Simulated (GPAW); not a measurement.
BP:

```xyz
2
Lattice="0.0000 2.2690 2.2690 2.2690 0.0000 2.2690 2.2690 2.2690 0.0000" Properties=species:S:1:pos:R:3 pbc="T T T"
P     3.4035    3.4035    3.4035
B     0.0000    0.0000    0.0000
```

Base run:

| Property | Result |
| --- | --- |
| Program | GPAW 26.7.0 |
| Functional | rSCAN |
| Potentials or basis | GPAW PAW data sets (gpaw-data 1.2.1) |
| Cutoff | 800 eV |
| Basis | pw |
| k mesh | 10 × 10 × 10 |
| Occupations | fermi-dirac, width 0.05 eV |
| Spin | no spin polarisation |

Its results: band gap on the k mesh 1.43 eV, indirect (least direct gap 3.58 eV).

Task: The run is repeated on the same cell with these changes: functional from rSCAN to PBE0; cutoff from 800 eV to 600 eV; k mesh from 10 × 10 × 10 to 5 × 5 × 5. What comes out?

Result: Band gap on the k mesh 2.69 eV, indirect (least direct gap 5.05 eV).

Several settings changed at once, so the effect can't be laid on one alone.

Caveats: some runs use coarse meshes; an odd mesh through Γ misses points on the zone boundary, where band edges often lie (some runs).
